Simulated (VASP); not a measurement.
Write an ASE script for VASP 6.6.1 that does the following.

```
Task                   : single point
Functional             : PBE
Potentials or basis    : VASP PAW PBE potentials, release 54 (N, B)
Cutoff                 : 520 eV
k mesh                 : 12 × 12 × 12
Occupations            : gaussian, width 0.05 eV
Spin                   : no spin polarisation
Further INCAR settings : ALGO = Fast; EDIFF = 1.00e-06
```

The structure of BN lies in POSCAR:

```
BN
1.0
    1.2511217832      0.7223354983      3.3729344033
   -1.2511217832      0.7223354983      3.3729344033
    0.0000000000     -1.4446709966      3.3729344033
N B
1 1
Direct
    0.6672382000      0.6672382000      0.6672382000
    0.0003288000      0.0003288000      0.0003288000
```

The cell is a database's computed one.

The input as run:

run.py

```python
from ase.calculators.vasp import Vasp
from ase.dft.bandgap import bandgap
from ase.io import read

atoms = read('POSCAR')
calc = Vasp(
    directory='calc',
    xc='pbe',
    pp='PBE',
    setups='recommended',
    pp_version='54',
    prec='Accurate',
    encut=520,
    ediff=1e-06,
    ismear=0,
    sigma=0.05,
    lreal=False,
    lasph=True,
    nelm=60,
    algo='Fast',
    isif=2,
    lwave=False,
    lcharg=True,
    lelf=True,
    lvhar=True,
    kpts=[12, 12, 12],
    gamma=True,
)
atoms.calc = calc

print('energy (eV):', atoms.get_potential_energy())
print('free energy (eV):', atoms.get_potential_energy(force_consistent=True))
print('forces (eV/A):')
print(atoms.get_forces())
print('stress (eV/A^3, Voigt):', atoms.get_stress())
print('Fermi level (eV):', calc.get_fermi_level())
gap, top, bottom = bandgap(calc)
print('band gap (eV):', gap, 'from (spin, k, band)', top, 'to', bottom)
```

Potentials or basis: VASP PAW PBE potentials, release 54 (N, B).

Command:

```sh
$ python run.py
```

It gave:

```yaml
Pressure: 3.7 GPa
Largest_force: 0.003 eV/Å
Band_gap_on_the_k_mesh: 4.28 eV, indirect (least direct gap 4.70 eV)
```

Run time: 39 s on 1 thread of Intel(R) Xeon(R) Platinum 8375C CPU @ 2.90GHz (Ice Lake), with other jobs on the host, peak memory 0.16 GiB.
